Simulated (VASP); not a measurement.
The system is ZrSe2.

```
Zr Se
1.0
     3.79800    0.00000    0.00000
    -1.89900    3.28916    0.00000
     0.00000    0.00000    6.19200
Zr Se
1 2
Direct
  0.00000 0.00000 0.00000
  0.33333 0.66667 0.25000
  0.66667 0.33333 0.75000
```

```yaml
Program: VASP 6.6.1
Task: relaxation of cell and atoms
Functional: PBE
Potentials_or_basis: VASP PAW PBE potentials, release 64 (Zr_sv, Se)
Cutoff: 520 eV
k_mesh: 8 × 8 × 5
Occupations: gaussian, width 0.1 eV
Spin: no spin polarisation
```

At the start: pressure 2.0 GPa; volume 25.78 Å³/atom.

Problem. How do energy, volume and symmetry change on relaxing?

Solution. Over 25 steps the energy falls by 11.2 meV/atom and the volume is 28.42 Å³/atom (+10.2 %); space group P-3m1 (No. 164, to 0.05 Å).

The path:
```
step  energy change (eV)  largest force (eV/Å)  pressure (GPa)  volume (Å³)
   1              0.0000                0.3004            2.03        77.35
   2             -0.0022                0.3738           -2.04        81.06
   3             -0.0158                0.0580           -0.17        79.24
   4             -0.0193                0.0811           -0.05        79.22
   5             -0.0211                0.1141            0.12        79.18
   6             -0.0227                0.0917            0.18        79.43
   7             -0.0264                0.0247            0.35        80.20
   8             -0.0292                0.1111            0.74        81.74
   9             -0.0299                0.0991            0.65        81.97
  10             -0.0314                0.0633            0.35        82.65
  11             -0.0323                0.0064           -0.20        84.02
  12             -0.0324                0.0001           -0.15        83.89
  13             -0.0325                0.0015           -0.14        83.97
  14             -0.0330                0.0089           -0.12        84.18
  15             -0.0335                0.0210           -0.07        84.60
  16             -0.0331                0.0447            0.04        85.43
  17             -0.0336                0.0256           -0.03        84.83
  18             -0.0337                0.0094            0.05        84.83
  19             -0.0337                0.0027            0.08        84.83
  20             -0.0337                0.0004            0.06        84.93
  21             -0.0338                0.0035            0.03        85.16
  22             -0.0338                0.0048            0.04        85.23
  23             -0.0337                0.0081           -0.02        85.38
  24             -0.0337                0.0062           -0.01        85.29
  25             -0.0337                0.0059           -0.02        85.25
```

Final structure:
```
Zr Se
1.0
     3.80353    0.00000    0.00000
    -1.90177    3.29395    0.00000
     0.00000    0.00000    6.80480
Zr Se
1 2
Direct
  0.00000 0.00000 0.00000
  0.33333 0.66667 0.23239
  0.66667 0.33333 0.76761
```

Caveat: this functional lacks dispersion, which binds the layers, so the pressure and a relaxed spacing across them are unreliable; the volume moved by +10 % from the deposited cell, more than functionals usually miss.
